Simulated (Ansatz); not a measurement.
LiI (rock salt, Fm-3m), plane-wave PAW PBE (Ansatz code). The conduction-band minimum lies at Γ, with 1 equivalent valley. Second derivatives d²E/dk² of the lowest band at one valley (eV·Å²), along Cartesian directions:

```tsv
direction	d²E/dk²
[100]	26.38
[010]	26.38
[001]	26.38
[110]	26.36
[101]	26.36
[011]	26.36
```

**Question.** Find the principal effective masses, the density-of-states mass and the conductivity mass.

**Answer.** Off-diagonal terms follow from H_xy = H[110] − (H_xx + H_yy)/2, and m*/mₑ = 7.620 eV·Å² over each eigenvalue: 0.29, 0.29, 0.29. One valley's DOS mass (m₁m₂m₃)^(1/3) = 0.29, conductivity mass 3/(Σ 1/mᵢ) = 0.29 mₑ.

**Question.** What effective density of states Nc follows at 300 K for parabolic valleys?

**Answer.** Nc = 2.509e19 × 1 × (0.29)^(3/2) ≈ 3.9e18 cm⁻³.

**Question.** With the computed static dielectric constant 21.6 (mean of the diagonal), estimate a hydrogenic donor's binding energy and radius.

**Answer.** E = 13.606 eV × 0.29/21.6² ≈ 8.5 meV; a = 0.529 Å × ε/m* ≈ 39 Å. Semilocal masses tend to be too small where the gap is.

**Question.** With ε∞ = 4.12 and ω_LO = 268 cm⁻¹, what Fröhlich coupling constant follows?

**Answer.** α = (1/ε∞ − 1/ε0) √(m* × 13.606 eV/ħω_LO) = 2.1.

The cell was relaxed with PBE under the symmetry of its start; phonons on a q-mesh show no instability. Scalar-relativistic: spin–orbit coupling is off unless named, which matters more the heavier the elements.

Potentials: the later of the program's two PAW sets.
